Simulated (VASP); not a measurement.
# Ag: convergence, energy along a vibration (SMASS = -2)

Ag, Im-3m (no. 229), atoms displaced along the mode, 2 atoms in the cell. LDA, energy along a line of displacements; PAW potentials Ag (LDA set). VASP 6.6.1.

Wanted: harmonic frequency within 1 %.

Space group without the displacement: Im-3m (no. 229); Mode: mode at H.

POSCAR of the starting run:
```
Ag
1.0
    3.3113080000      0.0000000000      0.0000000000
    0.0000000000      3.3113080000      0.0000000000
    0.0000000000      0.0000000000      3.3113080000
Ag
2
Direct
   -0.0120798186      0.0000000000      0.0000000000
    0.5120798186      0.5000000000      0.5000000000

    0.0100000000   0.0000000000   0.0000000000
   -0.0100000000   0.0000000000   0.0000000000
```

The series start from k mesh: 6 × 6 × 6; Cutoff (eV): 330; Step along the mode (Å): 0.02; Precision and projection: Accurate, reciprocal space. Each series keeps the choices made before it, and each single choice may use up half of a tolerance.

## k mesh

| k mesh | Harmonic frequency (THz) | Time (s) |
|---|---|---|
| 3 × 3 × 3 | 3.495 | 12 |
| 4 × 4 × 4 | 3.68 | 21 |
| 5 × 5 × 5 | 3.742 | 34 |
| 6 × 6 × 6 | 3.635 | 52 |
| 7 × 7 × 7 | 3.855 | 84 |
| 9 × 9 × 9 | 3.855 | 186 |
| 12 × 12 × 12 (reference) | 3.878 | 431 |

## Cutoff (eV)

| Cutoff (eV) | Harmonic frequency (THz) | Time (s) |
|---|---|---|
| 180 | 3.583 | 98 |
| 220 | 3.643 | 172 |
| 250 | 3.869 | 350 |
| 290 | 3.879 | 423 |
| 330 | 3.878 | 431 |
| 380 (reference) | 3.874 | 480 |

## Precision and projection

| Precision and projection | Harmonic frequency (THz) | Time (s) |
|---|---|---|
| Accurate, reciprocal space | 3.858 | 400 |
| Normal, reciprocal space | 3.881 | 180 |
| Normal, Auto | 3.905 | 244 |

## Question

The rows run from the loosest to the tightest (no order: precision and projection). For each series: choose the loosest value from which every tighter one stays within half of the tolerance; where there is no order, keep the first row unless others stay within half of the tolerance and take at least 30 % less time, and then take the fastest.

## Answer

- k mesh: 12 × 12 × 12, the tightest run, since the next looser one is off by more than half of the tolerance (convergence isn't shown beyond it)
- Cutoff (eV): 250
- Precision and projection: Accurate, reciprocal space

Also changed on the way, by series that aren't shown: Step along the mode (Å): 0.04.

## All choices together

| Input | Harmonic frequency (THz) | Time (s) |
|---|---|---|
| defaults on a coarse mesh (naive) | 3.5 | 2.3 |
| chosen settings | 3.858 | 400 |
| reference settings throughout | 3.874 | 398 |

The chosen settings stay within the tolerance of the reference run, but the reference itself isn't shown to be converged in: k mesh.

## The input

INCAR:
```
GGA = CA
PREC = Accurate
ENCUT = 250
EDIFF = 1E-7
ALGO = Normal
LREAL = F
LASPH = T
ISMEAR = 1
SIGMA = 0.15
ISYM = 0
LWAVE = F
LCHARG = F
IBRION = 0
SMASS = -2
POTIM = 1
NSW = 9
NELMIN = 4
IWAVPR = 11
KPAR = 2
```

KPOINTS:
```
Automatic mesh
0
Gamma
  12 12 12
  0 0 0
```

POSCAR:
```
Ag
1.0
    3.3113080000      0.0000000000      0.0000000000
    0.0000000000      3.3113080000      0.0000000000
    0.0000000000      0.0000000000      3.3113080000
Ag
2
Direct
   -0.0241596372      0.0000000000      0.0000000000
    0.5241596372      0.5000000000      0.5000000000

    0.0200000000   0.0000000000   0.0000000000
   -0.0200000000   0.0000000000   0.0000000000
```

Commands:
```
cat potpaw_LDA.64/Ag/POTCAR > POTCAR
mpirun -np 2 vasp_std > vasp.out
```

The chosen input took VASP 6.6.1 400 s on 2 cores (Intel Xeon Platinum 8259CL @ 2.50GHz (Skylake/Cascade Lake)), a shared host.
